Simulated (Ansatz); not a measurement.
An Ansatz input (plane waves, PAW) for PbS (WC-type structure) that has something wrong with it:

```yaml
crystal:
  lattice:
    - [4.048187894914, -2.886767576527e-11, 0.0]
    - [-2.024093947432, 3.505833556302, 0.0]
    - [0.0, 0.0, 3.7841695152]
  atoms:
    - { symbol: Pb, position: [-3.700743415525e-17, 0.0, 0.0] }
    - { symbol: S, position: [0.6666666666667, 0.3333333333333, 0.5] }
basis:
  ecutwfc: 500
  ecutrho_ratio: 4
kpoints:
  mp_grid: { grid: [10, 10, 10], kspacing: 0.3 }
hamiltonian:
  xc: r2scan
scf:
  occupations: { method: gaussian, width: 0.05 }
  max_iter: 80
output:
  forces: true
  stress: true
```

Launched as:
```sh
ansatz run input.yaml --threads 2 --pin off --max-ram 2662MiB --backend cpu --events-out ev --progress --plain --runs-dir out
```

Problem. What is wrong with it?

Solution. Both a mesh and a spacing. Against the sound input: kpoints.mp_grid.kspacing: 0.3 (the cap on iterations is only a precaution).

What the program printed:

```
Error: invalid value for `kpoints.mp_grid.kspacing`: mutually exclusive with `grid` — set one or the other
```

The input was refused before any iteration. It ran for 0.13 s on 2 threads of Arm Neoverse V2, with other jobs on the host, peak memory 0.084 GiB. The run before the change (r²SCAN, 500 eV, 10×10×10 mesh) gave:

```tsv
run	P (GPa)	gap on the mesh (eV)	cell moment (μB)	largest force component (eV/Å)
sound	-0.1	metal	–	0.000
```

The start was a prototype's sites filled with these elements. The Crystallography Open Database lists the compound in space groups C2/m, Fm-3m (rock salt), so this is a trial structure.
